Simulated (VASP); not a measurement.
# NaH (Fm-3m) in VASP: further runs

One crystal, NaH, is run at these levels: PBE; tasks: single point.

Program: VASP 6.6.1. These are calculated values, not measurements. Logs are shortened: lines on timing, memory, paths and dates and some standing lists are left out, and cuts for length are marked.

## Step 1: The crystal as given

Symmetry: Fm-3m, No. 225, cubic system. Conventional cell: a = 4.880 Å, b = 4.880 Å, c = 4.880 Å, α = 90.00°, β = 90.00°, γ = 90.00°. Na (site symmetry m-3m) is surrounded by 6 H at 2.44 Å. H (site symmetry m-3m) is surrounded by 6 Na at 2.44 Å.

## Step 2: Single point, PBE

The input, INCAR:

```
SYSTEM = NaH
PREC = Accurate
ENCUT = 450
EDIFF = 1E-4
ISMEAR = 0
SIGMA = 0.05
LREAL = .False.
LASPH = .True.
NELM = 100
ALGO = Normal
ISIF = 2
LWAVE = .False.
LCHARG = .False.
GGA = PE
NBANDS = 11
ADDGRID = .False.
```

The input, KPOINTS:

```
Automatic mesh
0
Gamma
  5 5 5
  0 0 0
```

The input, POSCAR:

```
NaH
1.0
    0.0000000000      2.4400000000      2.4400000000
    2.4400000000      0.0000000000      2.4400000000
    2.4400000000      2.4400000000      0.0000000000
Na H
1 1
Direct
   -0.0187210000      0.0228060000      0.0160610000
    0.4668300000      0.5164870000      0.5214060000
```

Potentials or basis: VASP PAW PBE potentials, release 64 (Na_pv, H).

Run with:

```
$ cat potpaw_PBE.64/Na_pv/POTCAR potpaw_PBE.64/H/POTCAR > POTCAR
$ mpirun -np 1 vasp_std > vasp.out
```

OUTCAR:

```text
SYSTEM = NaH
   PREC = Accurate
   ENCUT = 450
   EDIFF = 1E-4
   ISMEAR = 0
   LREAL = .False.
   LASPH = .True.
   NELM = 100
   ISIF = 2
   GGA = PE

 Found     63 irreducible k-points:

 Following reciprocal coordinates:
            Coordinates               Weight
  0.000000  0.000000  0.000000      1.000000
  0.200000  0.000000  0.000000      2.000000
  0.000000  0.200000  0.000000      2.000000
  0.000000  0.000000  0.200000      2.000000
  0.200000  0.200000  0.200000      2.000000
  0.400000  0.000000  0.000000      2.000000
   k-points           NKPTS =     63   k-points in BZ     NKDIM =     63   number of bands    NBANDS=     11
   number of dos      NEDOS =    301   number of ions     NIONS =      2
   total plane-waves  NPLWV =  13824
   dimension x,y,z NGX =    24 NGY =   24 NGZ =   24
   dimension x,y,z NGXF=    48 NGYF=   48 NGZF=   48
   ions per type =               1   1
   NGX,Y,Z   is equivalent  to a cutoff of  11.56, 11.56, 11.56 a.u.
   NGXF,Y,Z  is equivalent  to a cutoff of  23.13, 23.13, 23.13 a.u.
 SYSTEM =  NaH
   PREC   = accura    normal or accurate (medium, high low for compatibility)
   ISTART =      0    job   : 0-new  1-cont  2-samecut
   ICHARG =      2    charge: 1-file 2-atom 10-const
   ISPIN  =      1    spin polarized calculation?
   LNONCOLLINEAR =      F non collinear calculations
   LSORBIT =      F    spin-orbit coupling
   LASPH  =      T    aspherical Exc in radial PAW
   ENCUT  =  450.0 eV  33.07 Ry    5.75 a.u.   5.97  5.97  5.97*2*pi/ulx,y,z
   NELM   =    100;   NELMIN=  2; NELMDL= -5     # of ELM steps
   EDIFF  = 0.1E-03   stopping-criterion for ELM
   LREAL  =      F    real-space projection
   EDIFFG = 0.1E-02   stopping-criterion for IOM
   NSW    =      0    number of steps for IOM
   IBRION =     -1    ionic relax: 0-MD 1-quasi-New 2-CG
   NFREE  =      0    steps in history (QN), initial steepest desc. (CG)
   ISIF   =      2    stress and relaxation
   ISYM   =      2    0-nonsym 1-usesym 2-fastsym
   POTIM  = 0.5000    time-step for ionic-motion
   TEBEG  =    0.0;   TEEND  =   0.0 temperature during run
   PSTRESS=    0.0 pullay stress
   NELECT =       8.0000    total number of electrons
   NUPDOWN=      -1.0000    fix difference up-down
   EMIN   =  10.00;   EMAX   =-10.00  energy-range for DOS
   EFERMI =   0.00;   METHOD = LEGACY
   ISMEAR =     0;   SIGMA  =   0.05  broadening in eV -4-tet -1-fermi 0-gaus
   EFERMI_NEDOS =   21; number of points for ismear=-14 and -15
   IALGO  =     38    algorithm
   IMIX   =      4    mixing-type and parameters
     AMIX     =   0.40;   BMIX     =  1.00
     AMIX_MAG =   1.60;   BMIX_MAG =  1.00
  volume/ion in A,a.u.               =      14.53        98.03
  Fermi-wavevector in a.u.,A,eV,Ry     =   1.065054  2.012660 15.433636  1.134340
  Thomas-Fermi vector in A             =   2.200593
   LORBIT       =      0    0 simple, 1 ext, 2 COOP (PROOUT), +10 PAW based schemes
   GGA     = PE    functional components
   LHFCALC =     F    Hartree Fock is set to
   AEXX    =    0.0000 exact exchange contribution
   IVDW    =     0    specifies the selected vdW correction
   LEPSILON=     F    determine dielectric tensor
   LRPA    =     F    only Hartree local field effects (RPA)
 non-spin polarized calculation
 Gauss-broadening in eV      SIGMA  =   0.05
  energy-cutoff  :      450.00
  volume of cell :       29.05
 maximum number of plane-waves:       639
   NGX = 11   NGY = 11   NGZ = 11

 number of electron       7.9999993 magnetization

 Free energy of the ion-electron system (eV)
  ---------------------------------------------------
  ext. energy  EPLUGINS =         0.00000000
  ---------------------------------------------------
  free energy    TOTEN  =        -5.08378869 eV

  energy without entropy =       -5.08378869  energy(sigma->0) =       -5.08378869

 E-fermi :  -1.0778     XC(G=0):  -7.6742

 val. band max:       -1.3030255331   @ k =   0.2000  -0.4000  -0.4000
 cond. band min:       3.2330600560   @ k =   0.4000   0.4000   0.4000
 fundamental gap:      4.5360855891
 Fermi energy:        -1.0778133096

 k-point     1 :       0.0000    0.0000    0.0000
  band No.  band energies     occupation
      1     -23.3593      2.00000
      2     -23.3592      2.00000
      3     -23.3589      2.00000
      4      -4.7414      2.00000
      5       8.9509      0.00000
      6      14.1627      0.00000
      7      14.1636      0.00000
      8      14.1773      0.00000
      9      14.9733      0.00000
     10      14.9848      0.00000
     11      14.9934      0.00000

 k-point     2 :       0.2000    0.0000    0.0000
  band No.  band energies     occupation
      1     -23.3888      2.00000
      2     -23.3629      2.00000
      3     -23.3625      2.00000
      4      -4.0842      2.00000
      5       6.8580      0.00000
      6      10.5485      0.00000
      7      12.8583      0.00000
      8      12.8629      0.00000
      9      16.2134      0.00000
     10      16.2179      0.00000
     11      16.8363      0.00000

 k-point     3 :       0.0000    0.2000    0.0000
  band No.  band energies     occupation
      1     -23.3886      2.00000
      2     -23.3629      2.00000
      3     -23.3627      2.00000
      4      -4.0842      2.00000
      5       6.8587      0.00000
      6      10.5461      0.00000
      7      12.8586      0.00000
      8      12.8667      0.00000
      9      16.2094      0.00000
     10      16.2168      0.00000
     11      16.8365      0.00000

 k-point     4 :       0.0000    0.0000    0.2000
  band No.  band energies     occupation
      1     -23.3886      2.00000
      2     -23.3629      2.00000
      3     -23.3627      2.00000
      4      -4.0842      2.00000
      5       6.8588      0.00000
      6      10.5459      0.00000
      7      12.8586      0.00000
      8      12.8669      0.00000
      9      16.2091      0.00000
     10      16.2168      0.00000
     11      16.8365      0.00000

 k-point     5 :       0.2000    0.2000    0.2000
  band No.  band energies     occupation
      1     -23.3889      2.00000
      2     -23.3628      2.00000
      3     -23.3625      2.00000
      4      -4.0842      2.00000
      5       6.8579      0.00000
      6      10.5489      0.00000
      7      12.8581      0.00000
      8      12.8625      0.00000
      9      16.2139      0.00000
     10      16.2183      0.00000
     11      16.8363      0.00000

 k-point     6 :       0.4000    0.0000    0.0000
  band No.  band energies     occupation
      1     -23.4358      2.00000
      2     -23.3686      2.00000
      3     -23.3682      2.00000
      4      -2.4918      2.00000
      5       3.2332      0.00000
      6       9.4751      0.00000
      7      12.0909      0.00000
      8      12.0956      0.00000
      9      15.0452      0.00000
     10      15.0465      0.00000
     11      17.4349      0.00000

 [... further k-points ...]

------------------------ aborting loop because EDIFF is reached ----------------------------------------

  FORCE on cell =-STRESS in cart. coord.  units (eV):
  Direction    XX          YY          ZZ          XY          YZ          ZX
  --------------------------------------------------------------------------------------
  -------------------------------------------------------------------------------------
  Total       -0.1668934     -0.1642319     -0.1528995     -0.0000687     -0.0011096     -0.0000698
  in kB       -9.2034424     -9.0566710     -8.4317395     -0.0037879     -0.0611913     -0.0038489
  external PRESSURE =      -8.8972843 kB  Pullay stress =       0.0000000 kB

 VOLUME and BASIS-vectors are now :
 -----------------------------------------------------------------------------
  energy-cutoff  :      450.00
  volume of cell :       29.05
      direct lattice vectors                 reciprocal lattice vectors
     0.000000000  2.440000000  2.440000000    -0.204918033  0.204918033  0.204918033
     2.440000000  0.000000000  2.440000000     0.204918033 -0.204918033  0.204918033
     2.440000000  2.440000000  0.000000000     0.204918033  0.204918033 -0.204918033

 POSITION                                       TOTAL-FORCE (eV/Angst)
 -----------------------------------------------------------------------------------
      0.09484      2.43351      2.44997        -0.001878     -0.017031     -0.039067
      2.53246      2.41130      2.39929         0.001878      0.017031      0.039067
 -----------------------------------------------------------------------------------
    total drift:                               -0.000100      0.000141      0.000827

  FREE ENERGIE OF THE ION-ELECTRON SYSTEM (eV)
  ---------------------------------------------------
  free  energy   TOTEN  =        -5.0837886884 eV

  energy  without entropy=       -5.0837886884  energy(sigma->0) =       -5.08378869
```

It took 6.5 s on 1 thread of Intel Xeon Platinum 8259CL at 2.50GHz (Skylake/Cascade Lake), shared host; peak memory 0.14 GiB.

These settings aren't checked as converged: the numbers below hold their error.

Results:

| Quantity | Value |
| --- | --- |
| Free energy | -5.0838 eV |
| Pressure | -0.9 GPa |
| Largest force | 0.043 eV/Å |
| Band gap on the k mesh | 4.54 eV, indirect (least direct gap 5.02 eV) |

Caveat: the k mesh is coarse (spacing up to 0.45 Å⁻¹), so the values aren't converged; an odd mesh through Γ misses points on the zone boundary, where band edges often lie.

## Step 3: Single point, PBE

Changes to INCAR since step 2:

```diff
@@ -3,3 +3,3 @@
 ENCUT = 450
-EDIFF = 1E-4
+EDIFF = 1E-5
 ISMEAR = 0
```

KPOINTS is that of step 2.

The input, POSCAR:

```
NaH
1.0
    0.0000000000      2.4400000000      2.4400000000
    2.4400000000      0.0000000000      2.4400000000
    2.4400000000      2.4400000000      0.0000000000
Na H
1 1
Direct
    0.0000000000      0.0000000000      0.0000000000
    0.5000000000      0.5000000000      0.5000000000
```

Potentials or basis: VASP PAW PBE potentials, release 64 (Na_pv, H).

Run with:

```
$ cat potpaw_PBE.64/Na_pv/POTCAR potpaw_PBE.64/H/POTCAR > POTCAR
$ mpirun -np 1 vasp_std > vasp.out
```

Run time: 2.2 s. Hardware: 1 thread of Intel Xeon Platinum 8259CL at 2.50GHz (Skylake/Cascade Lake), shared host; peak memory 0.13 GiB.

These settings aren't checked as converged: the numbers below hold their error.

What came out:

```yaml
Free_energy: -5.0850 eV
Pressure: -0.9 GPa
Band_gap_on_the_k_mesh: 4.54 eV, indirect (least direct gap 5.02 eV)
```

Caveat: the k mesh is coarse (spacing up to 0.45 Å⁻¹), so the values aren't converged; an odd mesh through Γ misses points on the zone boundary, where band edges often lie.

[end of part 1 of 2]
